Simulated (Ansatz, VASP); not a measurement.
# BiTe in VASP and in Ansatz

File INCAR:

```
PREC = Accurate
ENCUT = 520
EDIFF = 1E-6
ISMEAR = -1
SIGMA = 0.08
LREAL = False
LASPH = True
NELM = 100
ALGO = Normal
ISIF = 2
LWAVE = False
LCHARG = False
GGA = CA
NBANDS = 18
```

KPOINTS

```
regular mesh
0
Gamma
  10 10 10
```

File POSCAR:

```
BiTe
1.0
    0.0000000000      3.2775706714      3.2775706714
    3.2775706714      0.0000000000      3.2775706714
    3.2775706714      3.2775706714      0.0000000000
Bi Te
1 1
Direct
    0.0000000000      0.0000000000      0.0000000000
    0.5000000000      0.5000000000      0.5000000000
```

Input for Ansatz:

```yaml
crystal:
  lattice:
    - [0.0, 3.2775706714, 3.2775706714]
    - [3.2775706714, 0.0, 3.2775706714]
    - [3.2775706714, 3.2775706714, 0.0]
  atoms:
    - { symbol: Bi, position: [0.0, 0.0, 0.0] }
    - { symbol: Te, position: [0.5, 0.5, 0.5] }
kpoints:
  mp_grid: { grid: [10, 10, 10] }
  band_path:
    path:
      - [0.0, 0.0, 0.0]
      - [0.5, 0.0, 0.5]
      - [0.625, 0.25, 0.625]
      - [0.375, 0.375, 0.75]
      - [0.0, 0.0, 0.0]
      - [0.5, 0.5, 0.5]
      - [0.5, 0.25, 0.75]
      - [0.5, 0.0, 0.5]
    npoints: 5
scf:
  occupations: { method: fermi_dirac, width: 0.08 }
hamiltonian:
  xc: lda
  pseudopotentials: { kind: all_electron, lapw: { basis_error: 0.0005 } }
output:
  forces: true
  stress: true
  eigenvalues: true
```

Change from the starting cell: volume scaled by 1.04.

Alike in both runs: task single point; functional LDA; k mesh 10 × 10 × 10; occupations fermi-dirac, width 0.08 eV; no spin polarisation.

|  | VASP | Ansatz |
| --- | --- | --- |
| version | VASP 6.6.1 | Ansatz 0.2.0 |
| potentials or method | VASP PAW LDA potentials, release 64 (Bi_d, Te) | all-electron LAPW, scalar-relativistic |
| plane-wave cutoff (eV) | 520 | see its input |

```tsv
	VASP	Ansatz	Ansatz less VASP
pressure (GPa)	-4.3	-4.3	-0.01
```

Ansatz ran all-electron here, so the differences hold the error of VASP's frozen core and of both bases.

Caveats: spin-orbit coupling is left out, which moves the levels of the heavy elements.
